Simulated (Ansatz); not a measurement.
## Relaxing ZrC in the zincblende type

First guess:

```
CELL_PARAMETERS angstrom
0.00000 2.49836 2.49836
2.49836 0.00000 2.49836
2.49836 2.49836 0.00000
ATOMIC_POSITIONS crystal
Zr 0.00000 0.00000 0.00000
C 0.25000 0.25000 0.25000
```

All numbers below come from DFT, PBE, PAW with Ansatz's default frozen-core files, scalar-relativistic (Ansatz 0.2.0).

Cell and atoms relax within the symmetry of the start on a 11×11×11 k mesh with 0.03 eV Fermi–Dirac smearing.

The start is built from a prototype, known or not as a phase of this compound; the cutoff is 420 eV.

Problem. What is the pressure of the first guess?

Solution. 9.00 GPa.

Problem. What does it relax to?

Solution. a = 5.090 Å, b = 5.090 Å, c = 5.090 Å, α = 90.00°, β = 90.00°, γ = 90.00° (conventional cell), 16.49 Å³ per atom:
```xyz
2
Lattice="0.0000 2.5452 2.5452 2.5452 0.0000 2.5452 2.5452 2.5452 0.0000" Properties=species:S:1:pos:R:3 pbc="T T T"
Zr    0.0000    0.0000    0.0000
C     1.2726    1.2726    1.2726
```

Problem. How much energy does the relaxation release?

Solution. 24 meV/atom.
